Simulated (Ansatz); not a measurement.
# Sn2Ge3: the cost of one run

Computed with Ansatz 0.2.0 (DFT PBE, scalar-relativistic, plane waves, PAW, unless a step's input says otherwise).

## 1. Starting point

The structure is trigonal, space group R-3m (No. 166). Conventional cell: a = 3.183 Å, b = 3.183 Å, c = 38.981 Å, α = 90.00°, β = 90.00°, γ = 120.00°. Sn (site symmetry 3m) has 9 Sn at 3.18 Å and 3 Ge at 3.18 Å as nearest neighbours. Around Ge (site symmetry -3m) lie 12 Ge at 3.18 Å. Ge (site symmetry 3m) is surrounded by 3 Sn at 3.18 Å and 9 Ge at 3.18 Å.

As a file:

```cif
data_structure
_symmetry_space_group_name_H-M 'R-3m:H'
_symmetry_Int_Tables_number 166
_cell_length_a 3.1828
_cell_length_b 3.1828
_cell_length_c 38.9814
_cell_angle_alpha 90.000
_cell_angle_beta 90.000
_cell_angle_gamma 120.000
_cell_volume 341.99
loop_
_atom_site_label
_atom_site_type_symbol
_atom_site_symmetry_multiplicity
_atom_site_Wyckoff_symbol
_atom_site_fract_x
_atom_site_fract_y
_atom_site_fract_z
_atom_site_occupancy
Sn1 Sn 6 c 0.66667 0.33333 0.13333 1
Ge1 Ge 3 a 0.00000 0.00000 0.00000 1
Ge2 Ge 6 c 0.33333 0.66667 0.06667 1
```

The start is an ordering of an alloy on its end members' structure types: elements ordered on the sites of the Yb type, Ge/Sn on Yb (R-3m, No. 166).

## 2. The guess as it stands, on a coarse mesh

Input file input.yaml:

```yaml
crystal:
  lattice:
    - [1.59140904, 0.91880044, 12.99380038]
    - [-1.59140904, 0.91880044, 12.99380038]
    - [0.0, -1.83760087, 12.99380038]
  atoms:
    - { symbol: Sn, position: [0.8, 0.8, 0.8] }
    - { symbol: Sn, position: [0.2, 0.2, 0.2] }
    - { symbol: Ge, position: [0.0, 0.0, 0.0] }
    - { symbol: Ge, position: [0.4, 0.4, 0.4] }
    - { symbol: Ge, position: [0.6, 0.6, 0.6] }
basis:
  ecutwfc: 420
kpoints:
  mp_grid: { grid: [6, 6, 6] }
hamiltonian:
  xc: pbe
scf:
  occupations: { method: gaussian, width: 0.1 }
  lower_state_search: "off"
output:
  forces: true
  stress: true
  eigenvalues: true
```

Command:

```bash
ansatz run input.yaml --threads 1 --pin off --max-ram 2560MiB --backend cpu --events-out ev --progress --plain --runs-dir out
```

**Question.** How long does this run take on 1 thread of Intel Xeon 6975P-C (Granite Rapids), shared host, and how much memory does it need?

About 4 s, with a peak of 0.46 GiB.
